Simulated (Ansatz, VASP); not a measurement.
One calculation of CuO, two programs

```
Cu O
1.0
     0.00000    2.14475    2.14475
     2.14475    0.00000    2.14475
     2.14475    2.14475    0.00000
Cu O
1 1
Direct
  0.00000 0.00000 0.00000
  0.50000 0.50000 0.50000
```

Alike in both runs: task single point; functional PBE; k mesh 18 × 18 × 18; occupations gaussian, width 0.1 eV; no spin polarisation.

```csv
,VASP,Ansatz
version,VASP 6.6.1,Ansatz 0.2.0
potentials or method,"VASP PAW PBE potentials, release 64 (Cu, O)","scalar-relativistic, plane waves, PAW"
plane-wave cutoff (eV),520,420
valence electrons in the cell,17,25
```

Ansatz gave:

* gap on the k mesh at the Fermi level (eV): none
* pressure (GPa): -5.2

Task: What did VASP give for the same quantities?

Result: gap on the k mesh at the Fermi level (eV): none; pressure (GPa): -5.1.

A gap of «none» marks a metal or a gap that the smearing closes. The two sets of potentials don't hold the same shells in valence.

Caveats: an odd number of electrons without spin polarisation forces a metal; a magnetic or distorted state may lie lower; the run has no spin polarisation, though such a crystal can be magnetic; semilocal functionals often make such compounds metallic where correlation or magnetic order opens a gap, which also shifts bond lengths.
